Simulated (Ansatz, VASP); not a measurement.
## Ru in VASP and in Ansatz

The input INCAR:

```
PREC = Accurate
ENCUT = 520
EDIFF = 1E-6
ISMEAR = 0
SIGMA = 0.15
LREAL = F
LASPH = T
NELM = 100
ALGO = Fast
ISIF = 2
LWAVE = F
LCHARG = F
GGA = PS
NBANDS = 21
```

The input KPOINTS:

```
Automatic mesh
0
Gamma
  21 21 12
```

The input POSCAR:

```
Ru
1.0
    2.6891686246      0.0000000000      0.0000000000
   -1.3445843123      2.3288883440      0.0000000000
    0.0000000000      0.0000000000      4.3900677797
Ru
2
Direct
    0.3333333333      0.6666666667      0.2500000000
    0.6666666667      0.3333333333      0.7500000000
```

Input for Ansatz:

```yaml
crystal:
  lattice:
    - [2.6891686246, 0.0, 0.0]
    - [-1.3445843123, 2.328888344, 0.0]
    - [0.0, 0.0, 4.3900677797]
  atoms:
    - { symbol: Ru, position: [0.3333333333, 0.6666666667, 0.25] }
    - { symbol: Ru, position: [0.6666666667, 0.3333333333, 0.75] }
basis:
  ecutwfc: 420
kpoints:
  mp_grid: { grid: [21, 21, 12] }
hamiltonian:
  xc: pbesol
  pseudopotentials: { kind: paw, azcp: { folder: soft_1 } }
scf:
  occupations: { method: gaussian, width: 0.15 }
output:
  forces: true
  stress: true
  eigenvalues: true
```

Alike in both runs: task single point; functional PBEsol; k mesh 21 × 21 × 12; occupations gaussian, width 0.15 eV; no spin polarisation.

```csv
,VASP,Ansatz
version,VASP 6.6.1,Ansatz 0.2.0
potentials or method,"VASP PAW PBE potentials, release 64 (Ru_pv)","scalar-relativistic, plane waves, PAW"
plane-wave cutoff (eV),520,420
valence electrons in the cell,28,32
```

Ansatz gave:

- gap on the k mesh at the Fermi level (eV): none
- pressure (GPa): -10.1
- largest component of the traceless stress (GPa): 10.25

Question: Estimate VASP's values.

Answer: gap on the k mesh at the Fermi level (eV): none; pressure (GPa): -10.2; largest component of the traceless stress (GPa): 10.24.

A gap of «none» marks a metal or a gap that the smearing closes. The two sets of potentials don't hold the same shells in valence. Ansatz warned: «pseudo_functional_mismatch».

Caveats: the PAW data sets were made with another functional, which shifts forces and pressure a little (VASP).
